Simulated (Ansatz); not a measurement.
Fe, single point

System: Fe, an experimental structure (space group Fm-3m); the cell holds 1 atom. The computed pressure is over 10 GPa in size, so the cell is far from the computed equilibrium volume. Source: COD entry 9014476; it may be a high-temperature, high-pressure or metastable form.

Level of theory: Ansatz, DFT, PBE, PAW, plane waves, scalar-relativistic.

Input file:

```yaml
crystal:
  lattice:
    - [0.0, 1.7975, 1.7975]
    - [1.7975, 0.0, 1.7975]
    - [1.7975, 1.7975, 0.0]
  atoms:
    - { symbol: Fe, position: [0.0, 0.0, 0.0] }
hamiltonian:
  xc: pbe
  pseudopotentials: { kind: paw }
basis:
  ecutwfc: 420
kpoints:
  mp_grid: { grid: [7, 7, 7] }
scf:
  occupations: { method: fermi_dirac, width: 0.05 }
  lower_state_search: "off"
  max_iter: 70
output:
  forces: true
  stress: true
```

Launched as:
```sh
ansatz run input.yaml --threads 2 --pin off --max-ram 5120MiB --backend cpu --events-out ev --progress --plain --runs-dir out
```

What the program printed (shortened):

```
Pseudopotentials: kind: paw
Pseudopotential: Fe, paw, valence charge 16, recommended cutoff 420 eV (normal), Fe.paw.azcp
Functional definition: PBE
Crystal: 1 atoms, lattice volume = 11.615 Å³
Basis set: ecut = 420 eV, 259 PW (Γ), exchange–correlation on 36×36×36 points (8 copies of the dense FFT grid, shifted against one another)
Bands: 12, of which v1, the nominal top of the filled ones, is band 8 counted from 1 (7 counted from 0)
Symmetry: 48 space group operations
Space group: Fm-3m (ITA 225), of the structure as read, at distance tolerance 2.3e-5 Å
k-points: 20 of 343
Non-local potential: Fe, projectors of the file, l = 0: 3, l = 1: 2, l = 2: 3, l = 3: 1
Initial density: superposition of atomic densities (neutral atoms: chi_scale 0, normalization atom), corrected by the library's trained network
Initial wavefunctions: pseudopotential atomic-orbital guess
Functional: x = pbe(κ = 0.804, μ = 0.2195149727645171), c = pbe(β = 0.06672455060314922)
SCF iter   1: F=—  HF=-4480.183481 eV  |F-HF|=—  |Δ(HF+E_count)|=         —  Δρ=3.10e-3  dr2=5.86e-4  ethr=1.77e-3  ⟨swp⟩=4.9  Hψ=1250  notcnv=0
preconditioner: auto → none  [metal: Δε(μ)=0.047 eV  Ē_g=9.879 eV  σ=0.050 eV  W_gap=0.23  n_scr=0 (ndim 8)  ℏωp=30.8 eV  f_vac=0.000  D(μ)=3.90/eV (n_scr^D=88)]
SCF iter   2: F=—  HF=-4480.183450 eV  |F-HF|=—  |Δ(HF+E_count)|=   3.07e-5  Δρ=9.64e-4  dr2=2.44e-5  ethr=3.66e-6  ⟨swp⟩=2.0  Hψ=495  notcnv=0
SCF iter   3: F=—  HF=-4480.183463 eV  |F-HF|=—  |Δ(HF+E_count)|=   1.31e-5  Δρ=3.35e-4  dr2=3.01e-6  ethr=1.53e-7  ⟨swp⟩=2.0  Hψ=354  notcnv=0
iter 4 did not close the SCF: its close was put off for the readings that it lacked (scf_convergence_deferred on its scf_iter line)
SCF iter   4: F=-4480.183466 eV  HF=-4480.183466 eV  |F-HF|=1.63e-9  |Δ(HF+E_count)|=   2.66e-6  Δρ=9.99e-6  dr2=2.25e-9  ethr=1.88e-8  ⟨swp⟩=2.5  Hψ=383  notcnv=0
iter 5 did not close the SCF: its close was put off for the readings that it lacked (scf_convergence_deferred on its scf_iter line)
SCF iter   5: F=-4480.183466 eV  HF=-4480.183466 eV  |F-HF|=5.46e-12  |Δ(HF+E_count)|=   1.88e-9  Δρ=4.95e-7  dr2=1.37e-11  ethr=1.40e-11  ⟨swp⟩=2.5  Hψ=407  notcnv=0
SCF iter   6: F=-4480.183466 eV  HF=-4480.183466 eV  |F-HF|=1.82e-12  |Δ(HF+E_count)|=  1.82e-12  Δρ=5.73e-8  dr2=1.76e-13  ethr=1.00e-12  ⟨swp⟩=1.4  Hψ=598  notcnv=0
SCF 1 converged in 6 iterations: F = -4480.183466 eV  dr2 = 1.76e-13
  greatest PAW one-centre occupation: 1.000 electrons in one spin orbital (limit 2), on the Fe atom at site 0 (counted from 0), in its partial waves of l = 0
SCF converged after 6 iterations
Free energy (F): -4480.183466 eV
Harris-Foulkes:  -4480.183466 eV  (|F-HF|=1.82e-12)
Internal energy: -4480.153458 eV  (E = F + TS)
E sigma→0 (E₀):  -4480.168462 eV
Entropy (-TS):   -0.030008 eV (-30.008 meV/atom)
Fermi energy:    17.870679 eV
--- Per-component energies (eV) ---
  E_band       = -222.044234
  E_kinetic    = 350.432007
  E_local      = -2086.053936  (includes V_loc(G=0)·N_el)
  E_nonlocal   = 214.859439
  E_hartree    = 872.941156
  E_xc         = -117.897678
  E_vxc        = -151.827366  (∫ρ·V_xc dr)
  E_paw        = -1363.778797  (= ΣΔE_a)
  E_vpaw       = -295.337408  (= ΣTr[D̂ρ^β])
  E_aug_tail   = 0.000741  (compensation charges beyond the density's cutoff)
  E_ewald      = -2350.656389
  E_smearing   = -0.030008  (= −TS)
  E_closure    = 0.000000  (closes the sum)
  Σ components = -4480.183466   (vs F -4480.183466, Δ=0.00e0)
--- Forces (eV/Å), atoms counted from 1 ---
  atom   1  Fe    -0.00000000     0.00000000     0.00000000
  max |Σ_I F_I| component: 1.31e-31 eV/Å
--- Stress (GPa, compression-positive) ---
      -25.841221      -0.000000       0.000000
       -0.000000     -25.841221       0.000000
        0.000000       0.000000     -25.841221
  P = ⅓ Tr σ = -25.8412 GPa (-258.412 kbar)
```

Spin is off, though the compound may be magnetic.

The run took 0.33 s on 2 threads of Arm Neoverse V1, on a shared host, peak memory 0.24 GiB.
